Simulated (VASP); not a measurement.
# PbSe (Clausthalite) (Fm-3m) in VASP: a series of runs

The runs below take PbSe (Clausthalite) through relaxation of cell and atoms, with revPBE, BLYP, PBE0.

Everything below comes from runs of VASP 6.6.1. Logs are shortened: lines on timing, memory, paths and dates and some standing lists are left out, and cuts for length are marked.

**1. The crystal as given**

The structure is cubic, space group Fm-3m (No. 225). Conventional cell: a = 6.121 Å, b = 6.121 Å, c = 6.121 Å, α = 90.00°, β = 90.00°, γ = 90.00°. Pb (site symmetry m-3m) has 6 Se at 3.06 Å as nearest neighbours. Se (site symmetry m-3m) is surrounded by 6 Pb at 3.06 Å.

**2. Relaxation of cell and atoms, revPBE**

INCAR

```
SYSTEM = PbSe
ALGO = Normal
EDIFF = 1E-6
EDIFFG = -0.01
ENCUT = 600
GGA = RE
IBRION = 2
ISIF = 3
ISMEAR = -1
LASPH = .True.
LCHARG = .False.
LREAL = .False.
LWAVE = .False.
NELM = 100
NSW = 60
PREC = Accurate
SIGMA = 0.05
```

KPOINTS

```
k-points
0
Gamma
  8 8 8
  0 0 0
```

POSCAR

```
PbSe
1.0
    0.0000000000      3.0606500000      3.0606500000
    3.0606500000      0.0000000000      3.0606500000
    3.0606500000      3.0606500000      0.0000000000
Pb Se
1 1
Direct
    0.0000000000      0.0000000000      0.0000000000
    0.5000000000      0.5000000000      0.5000000000
```

Potentials or basis: VASP PAW PBE potentials, release 64 (Pb_d, Se).

Launch:

```
$ cat potpaw_PBE.64/Pb_d/POTCAR potpaw_PBE.64/Se/POTCAR > POTCAR
$ mpirun -np 1 vasp_std > vasp.out
```

OUTCAR:

```text
SYSTEM = PbSe
   EDIFF = 1E-6
   EDIFFG = -0.01
   ENCUT = 600
   GGA = RE
   IBRION = 2
   ISIF = 3
   ISMEAR = -1
   LASPH = .True.
   LREAL = .False.
   NELM = 100
   NSW = 60
   PREC = Accurate

 ion  position               nearest neighbor table
   1  0.000  0.000  0.000-   2 3.06   2 3.06   2 3.06   2 3.06   2 3.06   2 3.06
   2  0.500  0.500  0.500-   1 3.06   1 3.06   1 3.06   1 3.06   1 3.06   1 3.06

  LATTYP: Found a face centered cubic cell.
 ALAT       =     6.1213000000

  Lattice vectors:

 A1 = (   0.0000000000,   3.0606500000,   3.0606500000)
 A2 = (   3.0606500000,   0.0000000000,   3.0606500000)
 A3 = (   3.0606500000,   3.0606500000,   0.0000000000)

Analysis of symmetry for initial positions (statically):
=====================================================================
 Subroutine PRICEL returns:
 Original cell was already a primitive cell.

 Routine SETGRP: Setting up the symmetry group for a
 face centered cubic supercell.

 Subroutine GETGRP returns: Found 48 space group operations
 (whereof 48 operations were pure point group operations)
 out of a pool of 48 trial point group operations.

The static configuration has the point symmetry O_h .

Analysis of symmetry for dynamics (positions and initial velocities):
=====================================================================
 Subroutine PRICEL returns:
 Original cell was already a primitive cell.

 Routine SETGRP: Setting up the symmetry group for a
 face centered cubic supercell.

 Subroutine GETGRP returns: Found 48 space group operations
 (whereof 48 operations were pure point group operations)
 out of a pool of 48 trial point group operations.

The dynamic configuration has the point symmetry O_h .

 Subroutine INISYM returns: Found 48 space group operations
 (whereof 48 operations are pure point group operations),
 and found     1 'primitive' translations

----------------------------------------------------------------------------------------

                                     Primitive cell

  volume of cell :      57.3418

  direct lattice vectors                    reciprocal lattice vectors
     0.000000000  3.060650000  3.060650000    -0.163363991  0.163363991  0.163363991
     3.060650000  0.000000000  3.060650000     0.163363991 -0.163363991  0.163363991
     3.060650000  3.060650000  0.000000000     0.163363991  0.163363991 -0.163363991

  length of vectors
     4.328412740  4.328412740  4.328412740     0.282954733  0.282954733  0.282954733

  position of ions in fractional coordinates (direct lattice)
     0.000000000  0.000000000  0.000000000
     0.500000000  0.500000000  0.500000000

  ion indices of the primitive-cell ions
   primitive index   ion index
                 1           1
                 2           2

----------------------------------------------------------------------------------------

 KPOINTS: k-points

Automatic generation of k-mesh.
 Grid dimensions read from file:
 generate k-points for:    8    8    8

 Generating k-lattice:

  Cartesian coordinates                     Fractional coordinates (reciprocal lattice)
    -0.020420499  0.020420499  0.020420499     0.125000000  0.000000000  0.000000000
     0.020420499 -0.020420499  0.020420499     0.000000000  0.125000000  0.000000000
     0.020420499  0.020420499 -0.020420499     0.000000000  0.000000000  0.125000000

  Length of vectors
     0.035369342  0.035369342  0.035369342

  Shift w.r.t. Gamma in fractional coordinates (k-lattice)
     0.000000000  0.000000000  0.000000000

 Subroutine IBZKPT returns following result:
 ===========================================

 Found     29 irreducible k-points:

 Following reciprocal coordinates:
            Coordinates               Weight
  0.000000  0.000000  0.000000      1.000000
  0.125000  0.000000  0.000000      8.000000
  0.250000  0.000000  0.000000      8.000000
  0.375000  0.000000  0.000000      8.000000
  0.500000  0.000000  0.000000      4.000000
  0.125000  0.125000  0.000000      6.000000
[... 16 lines left out ...]
  0.500000  0.250000  0.125000     48.000000
 -0.375000  0.250000  0.125000     24.000000
 [... further k-points ...]
   k-points           NKPTS =     29   k-points in BZ     NKDIM =     29   number of bands    NBANDS=     14
   number of dos      NEDOS =    301   number of ions     NIONS =      2
   total plane-waves  NPLWV =  46656
   dimension x,y,z NGX =    36 NGY =   36 NGZ =   36
   dimension x,y,z NGXF=    72 NGYF=   72 NGZF=   72
   ions per type =               1   1
   NGX,Y,Z   is equivalent  to a cutoff of  13.83, 13.83, 13.83 a.u.
   NGXF,Y,Z  is equivalent  to a cutoff of  27.65, 27.65, 27.65 a.u.
 SYSTEM =  PbSe
   PREC   = accura    normal or accurate (medium, high low for compatibility)
   ISTART =      0    job   : 0-new  1-cont  2-samecut
   ICHARG =      2    charge: 1-file 2-atom 10-const
   ISPIN  =      1    spin polarized calculation?
   LNONCOLLINEAR =      F non collinear calculations
   LSORBIT =      F    spin-orbit coupling
   LASPH  =      T    aspherical Exc in radial PAW
   ENCUT  =  600.0 eV  44.10 Ry    6.64 a.u.   8.64  8.64  8.64*2*pi/ulx,y,z
   NELM   =    100;   NELMIN=  2; NELMDL= -5     # of ELM steps
   EDIFF  = 0.1E-05   stopping-criterion for ELM
   LREAL  =      F    real-space projection
   EDIFFG = -.1E-01   stopping-criterion for IOM
   NSW    =     60    number of steps for IOM
   IBRION =      2    ionic relax: 0-MD 1-quasi-New 2-CG
   NFREE  =      1    steps in history (QN), initial steepest desc. (CG)
   ISIF   =      3    stress and relaxation
   ISYM   =      2    0-nonsym 1-usesym 2-fastsym
   POTIM  = 0.5000    time-step for ionic-motion
   TEBEG  =    0.0;   TEEND  =   0.0 temperature during run
   PSTRESS=    0.0 pullay stress
   NELECT =      20.0000    total number of electrons
   NUPDOWN=      -1.0000    fix difference up-down
   EMIN   =  10.00;   EMAX   =-10.00  energy-range for DOS
   EFERMI =   0.00;   METHOD = LEGACY
   ISMEAR =    -1;   SIGMA  =   0.05  broadening in eV -4-tet -1-fermi 0-gaus
   EFERMI_NEDOS =   21; number of points for ismear=-14 and -15
   IALGO  =     38    algorithm
   IMIX   =      4    mixing-type and parameters
     AMIX     =   0.40;   BMIX     =  1.00
     AMIX_MAG =   1.60;   BMIX_MAG =  1.00
  volume/ion in A,a.u.               =      28.67       193.48
  Fermi-wavevector in a.u.,A,eV,Ry     =   1.152377  2.177676 18.068159  1.327972
  Thomas-Fermi vector in A             =   2.289028
   LORBIT       =      0    0 simple, 1 ext, 2 COOP (PROOUT), +10 PAW based schemes
   GGA     = RE    functional components
   LHFCALC =     F    Hartree Fock is set to
   AEXX    =    0.0000 exact exchange contribution
   IVDW    =     0    specifies the selected vdW correction
   LEPSILON=     F    determine dielectric tensor
   LRPA    =     F    only Hartree local field effects (RPA)
 conjugate gradient relaxation of ions
 non-spin polarized calculation
  energy-cutoff  :      600.00
  volume of cell :       57.34
 maximum number of plane-waves:      1930
   NGX = 17   NGY = 17   NGZ = 17

--------------------------------------- Ionic step        1  -------------------------------------------

 number of electron      20.0000001 magnetization

 Free energy of the ion-electron system (eV)
  ---------------------------------------------------
  ext. energy  EPLUGINS =         0.00000000
  ---------------------------------------------------
  free energy    TOTEN  =        -7.55956850 eV

  energy without entropy =       -7.55936551  energy(sigma->0) =       -7.55946701

 E-fermi :   5.3376     XC(G=0):  -9.4229

 val. band max:        5.1612608420   @ k =   0.5000   0.0000   0.0000
 cond. band min:       5.5139153231   @ k =   0.5000   0.0000   0.0000
 fundamental gap:      0.3526544812
 Fermi energy:         5.3376114263

 k-point     1 :       0.0000    0.0000    0.0000
  band No.  band energies     occupation
      1     -11.7316      2.00000
      2     -11.7316      2.00000
      3     -11.7316      2.00000
      4     -11.7245      2.00000
      5     -11.7245      2.00000
      6      -8.4184      2.00000
      7      -1.1120      2.00000
      8       3.2726      2.00000
      9       3.2726      2.00000
     10       3.2726      2.00000
     11       9.9067      0.00000
     12       9.9067      0.00000
     13       9.9067      0.00000
     14      11.7005      0.00000

 k-point     2 :       0.1250    0.0000    0.0000
  band No.  band energies     occupation
      1     -11.7310      2.00000
      2     -11.7308      2.00000
      3     -11.7308      2.00000
      4     -11.7242      2.00000
      5     -11.7242      2.00000
      6      -8.3001      2.00000
      7      -1.5105      2.00000
      8       3.3135      2.00000
      9       3.3135      2.00000
     10       3.5542      2.00000
[... 436 lines left out ...]
 POSITION                                       TOTAL-FORCE (eV/Angst)
 -----------------------------------------------------------------------------------
      3.15914      3.15914      6.31828        -0.000000     -0.000000      0.000000
      3.15914      3.15914      3.15914         0.000000      0.000000     -0.000000
 -----------------------------------------------------------------------------------
    total drift:                                0.000000      0.000000      0.000000

  FREE ENERGIE OF THE ION-ELECTRON SYSTEM (eV)
  ---------------------------------------------------
  free  energy   TOTEN  =        -7.6035917908 eV

  energy  without entropy=       -7.6035712889  energy(sigma->0) =       -7.60358154

--------------------------------------- Ionic step        3  -------------------------------------------

 number of electron      19.9999999 magnetization

 Free energy of the ion-electron system (eV)
  ---------------------------------------------------
  ext. energy  EPLUGINS =         0.00000000
  ---------------------------------------------------
  free energy    TOTEN  =        -7.60731804 eV

  energy without entropy =       -7.60728502  energy(sigma->0) =       -7.60730153

 E-fermi :   4.5274     XC(G=0):  -9.0780

 val. band max:        4.2385083479   @ k =   0.5000   0.0000   0.0000
 cond. band min:       4.8159838693   @ k =   0.5000   0.0000   0.0000
 fundamental gap:      0.5774755214
 Fermi energy:         4.5274208283

 k-point     1 :       0.0000    0.0000    0.0000
  band No.  band energies     occupation
      1     -12.5074      2.00000
      2     -12.5074      2.00000
      3     -12.5074      2.00000
      4     -12.4971      2.00000
      5     -12.4971      2.00000
      6      -8.6963      2.00000
      7      -2.0998      2.00000
      8       2.7235      2.00000
      9       2.7235      2.00000
     10       2.7235      2.00000
     11       8.8668      0.00000
     12       8.8668      0.00000
     13       8.8668      0.00000
     14      10.9877      0.00000

 k-point     2 :       0.1250    0.0000    0.0000
  band No.  band energies     occupation
      1     -12.5068      2.00000
      2     -12.5057      2.00000
      3     -12.5057      2.00000
      4     -12.4978      2.00000
      5     -12.4978      2.00000
      6      -8.5933      2.00000
      7      -2.4041      2.00000
      8       2.7597      2.00000
      9       2.7597      2.00000
     10       2.9286      2.00000
[... 400 lines left out ...]
 POSITION                                       TOTAL-FORCE (eV/Angst)
 -----------------------------------------------------------------------------------
      0.00000      0.00000      0.00000        -0.000000     -0.000000     -0.000000
      3.13649      3.13649      3.13649         0.000000      0.000000      0.000000
 -----------------------------------------------------------------------------------
    total drift:                                0.000000      0.000000      0.000000

  FREE ENERGIE OF THE ION-ELECTRON SYSTEM (eV)
  ---------------------------------------------------
  free  energy   TOTEN  =        -7.6073180378 eV

  energy  without entropy=       -7.6072850181  energy(sigma->0) =       -7.60730153

 reached required accuracy - stopping structural energy minimisation
```

It took 59 s on 1 thread of Intel Xeon Platinum 8488C (Sapphire Rapids), shared host; peak memory 0.23 GiB.

Results:

```
Free energy                            : -7.6073 eV
Relaxed volume                         : 30.86 Å³/atom
Relaxed cell                           : a = 4.436 Å, b = 4.436 Å, c = 4.436 Å, α = 60.00°, β = 60.00°, γ = 60.00°
Space group after relaxing (to 0.05 Å) : Fm-3m (No. 225)
Energy gained by relaxing              : 23.9 meV/atom
Ionic steps                            : 3
Pressure after relaxing                : 0.0 GPa
Band gap on the k mesh                 : 0.58 eV, direct
```

Step by step:
| step | energy change (eV) | largest force (eV/Å) | pressure (GPa) | volume (Å³) |
| --- | --- | --- | --- | --- |
| 1 | 0.0000 | 0.0000 | 3.73 | 57.34 |
| 2 | -0.0440 | 0.0000 | -0.88 | 63.06 |
| 3 | -0.0477 | 0.0000 | 0.01 | 61.71 |

Final structure:
```yaml
crystal:
  lattice:
    - [0.00000, 3.13649, 3.13649]
    - [3.13649, 0.00000, 3.13649]
    - [3.13649, 3.13649, 0.00000]
  atoms:
    - { symbol: Pb, position: [0.00000, 0.00000, 0.00000] }
    - { symbol: Se, position: [0.50000, 0.50000, 0.50000] }
```

Caveat: the PAW data sets were made with another functional, which shifts forces and pressure a little; spin-orbit coupling is left out, which as a rule narrows the gap of such compounds by several tenths of an eV.

(Continued in part 2 of 2.)
